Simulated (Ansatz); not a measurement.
Au: enthalpy against pressure

Au, Im-3m, a = 3.301 Å. This isn't the element's structure at ambient conditions. Ansatz: PBE, PAW, 420 eV, Γ-centred 18×18×18 mesh on 1 atom, Gaussian smearing 0.10 eV; no spin polarisation. Cell and atoms are relaxed at each pressure, and no other structure is tried, so the rows at high pressure may lie past a change of phase. y is the enthalpy over the state at zero pressure; there V0 = 17.990 Å³/atom. The pressures are the targets, met within 0.07 GPa.

| P (GPa) | y (eV/atom) |
| --- | --- |
| -1.0 | -0.1126 |
| 0.0 | 0.0000 |
| 1.0 | 0.1119 |
| 4.0 | 0.4430 |
| 12.0 | 1.2984 |
| 25.0 | 2.6219 |
| 50.0 | ? |
| 90.0 | 8.5234 |

Fit y = c1 P + c2 P² + c3 P³ to the other rows, say what c1 and c2 mean, and predict the missing value.

Least squares on the rows shown. y = 0.11177 P − 0.00030945 P² + 1.3309×10⁻⁶ P³. Since dH/dP = V, c1 is V0: 0.11177 eV/GPa × 160.2 = 17.906 Å³ against 17.990; c2 = −V0/(2B0) gives B0 = 181 GPa, where a Birch–Murnaghan fit to the volumes of the same runs (not shown) gives 140 GPa: a cubic over this range folds the higher terms into c2. Above P = −c2/(3 c3) = 78 GPa the cubic's slope, the volume, would rise with pressure, so the form fails there. At P = 50.0 the fit asked for gives 4.9812 eV/atom. The run gave 5.0061 eV/atom, so the fit is 0.0249 eV/atom too low, 0.29 % of the span of the series, against an rms of 0.0005 eV/atom on the fitted rows. With a term in P⁴ added, a fit to the same known rows predicts 5.0240 eV/atom, a smaller miss on the other side. Also, this row ran on the mesh 20×20×20, its neighbour on 18×18×18, which can shift it a little.

The mesh isn't the same in all rows (18×18×18, 20×20×20). Spin–orbit coupling is left out, which can shift energies with elements as heavy as these.